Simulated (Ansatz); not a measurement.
HfO₂ at a changed volume — quadrupolar parameters

The cell is a COD entry, relaxed with PBE at fixed cell and then changed (volume scaled by 1.06, ions relaxed).

Space group Pbca (No. 61); a = 5.1590, b = 10.2137, c = 5.3301 Å.

| site | Wyckoff | site symmetry | x | y | z |
| --- | --- | --- | --- | --- | --- |
| Hf | 8c | 1 | 0.7478 | 0.8840 | 0.9633 |
| O9 | 8c | 1 | 0.8814 | 0.7872 | 0.6306 |
| O17 | 8c | 1 | 0.5015 | 0.9791 | 0.2613 |

One atom of each set is listed.

Level of theory: DFT, PBE, plane waves and PAW, scalar-relativistic, 420 eV cutoff, Γ-centred 5×3×5 k-points, Fermi–Dirac smearing 0.02 eV (Ansatz 0.2.0).

V_zz is the principal component of the electric field gradient with the largest magnitude, η = (V_xx − V_yy)/V_zz and C_Q = eQV_zz/h.

¹⁷⁹Hf: I = 9/2, Q = 3793 mb; ¹⁷O: I = 5/2, Q = -25.58 mb. Nuclear quadrupole moments: year-2017 set (Pyykkö).

Task: Give the quadrupolar parameters of the distinct sites.

Result: 

```tsv
site	atoms	first shell	V_zz (10²¹ V/m²)	η	C_Q (MHz)
Hf	8	7 O at 2.08–2.25 Å	11.28	0.07	1035
O9	8	3 Hf at 2.08–2.19 Å	-3.08	0.31	1.90
O17	8	4 Hf at 2.19–2.25 Å	-1.36	0.99	0.840
```

Without spin–orbit coupling the gradients at and beside Hf can be off by some per cent, at some sites by more. At this changed cell the PBE pressure is -7 GPa. Where η is near 1 the sign of V_zz means little.

The relaxation (6 steps) took 29 s of wall time (1.8 min of CPU time) and 1.8 GiB at its peak, on 4 threads of AMD EPYC 9R45 (Zen 5) (x86_64; 16 cores open to the job, memory cap 8.0 GiB, no GPU), a shared host with a load of 0.4 a core.
